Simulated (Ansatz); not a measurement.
# MoH3: the cost of one run

Program: Ansatz 0.2.0. Level of theory: DFT PBE, scalar-relativistic, plane waves, PAW. These are calculated values, not measurements.

### Step 1. Starting point

The structure is cubic, space group Pm-3m (No. 221). The conventional cell has a = 3.465 Å, b = 3.465 Å, c = 3.465 Å, α = 90.00°, β = 90.00°, γ = 90.00°. H (site symmetry 4/mmm) is surrounded by 2 Mo at 1.73 Å. Mo (site symmetry m-3m) is surrounded by 6 H at 1.73 Å.

As a file:

```cif
data_structure
_symmetry_space_group_name_H-M 'P 1'
_symmetry_Int_Tables_number 1
_cell_length_a 3.4651
_cell_length_b 3.4651
_cell_length_c 3.4651
_cell_angle_alpha 90.000
_cell_angle_beta 90.000
_cell_angle_gamma 90.000
_cell_volume 41.60
loop_
_atom_site_label
_atom_site_type_symbol
_atom_site_fract_x
_atom_site_fract_y
_atom_site_fract_z
_atom_site_occupancy
H1 H 0.50000 0.00000 0.00000 1
H2 H 0.00000 0.50000 0.00000 1
H3 H 0.00000 0.00000 0.50000 1
Mo1 Mo 0.00000 0.00000 0.00000 1
```

(A quick probe on a coarse mesh, which set the mesh and smearing, is not shown.)

### Step 3. Coarse relaxation

Contents of input.yaml:

```yaml
crystal:
  lattice:
    - [3.4650656779, 0.0, 0.0]
    - [0.0, 3.4650656779, 0.0]
    - [0.0, 0.0, 3.4650656779]
  atoms:
    - { symbol: H, position: [0.5, 0.0, 0.0] }
    - { symbol: H, position: [0.0, 0.5, 0.0] }
    - { symbol: H, position: [0.0, 0.0, 0.5] }
    - { symbol: Mo, position: [0.0, 0.0, 0.0] }
basis:
  ecutwfc: 420
kpoints:
  mp_grid: { grid: [6, 6, 6] }
hamiltonian:
  xc: pbe
scf:
  occupations: { method: gaussian, width: 0.1 }
  lower_state_search: "off"
output:
  forces: true
  stress: true
  eigenvalues: true
relax:
  adjacent_minimum: "off"
  f_tol: 0.04
  max_steps: 70
  cell: { stress_tol: 0.4 }
```

Run with:

```console
$ ansatz run input.yaml --threads 1 --pin off --max-ram 2560MiB --backend cpu --events-out ev --progress --plain --runs-dir out
```

Q: Estimate wall time and peak memory on 1 thread of Arm Neoverse V1, shared host.

About 3.4 s, with a peak of 0.28 GiB.
